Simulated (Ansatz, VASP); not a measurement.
**Two plane-wave programs on Fe**

```
Fe
1.0
    -1.26004    1.41578    1.31667
     1.26004   -1.41578    1.31667
     1.26004    1.41578   -1.31667
Fe
1
Direct
  0.00000 0.00000 0.00000
```

Change from the starting cell: normal strain along x -0.1100, normal strain along z -0.0700.

Alike in both runs: task single point; functional PBE; k mesh 10 × 10 × 10; occupations gaussian, width 0.15 eV; collinear spin.

```csv
,VASP,Ansatz
version,VASP 6.6.1,Ansatz 0.2.0
potentials or method,"VASP PAW PBE potentials, release 64 (Fe)","scalar-relativistic, plane waves, PAW"
plane-wave cutoff (eV),520,520
valence electrons in the cell,8,16
```

VASP gave:

| Item | Value |
| --- | --- |
| gap on the k mesh at the Fermi level (eV) | none |
| pressure (GPa) | 55.5 |
| largest component of the traceless stress (GPa) | 9.76 |
| net moment per atom (μB) | 1.77 |
| size of the moment on the site where the two differ most (μB) | 1.73 |

Which values does Ansatz return?

gap on the k mesh at the Fermi level (eV): none; pressure (GPa): 56.2; largest component of the traceless stress (GPa): 9.54; net moment per atom (μB): 1.75; size of the moment on the site where the two differ most (μB): 1.76.

Site moments also hang on the region over which each program counts them. A gap of «none» marks a metal or a gap that the smearing closes. The two sets of potentials don't hold the same shells in valence.

Caveats: so large a pressure means that the cell lies far from this level's equilibrium, or that cutoff or potentials fall short (VASP).
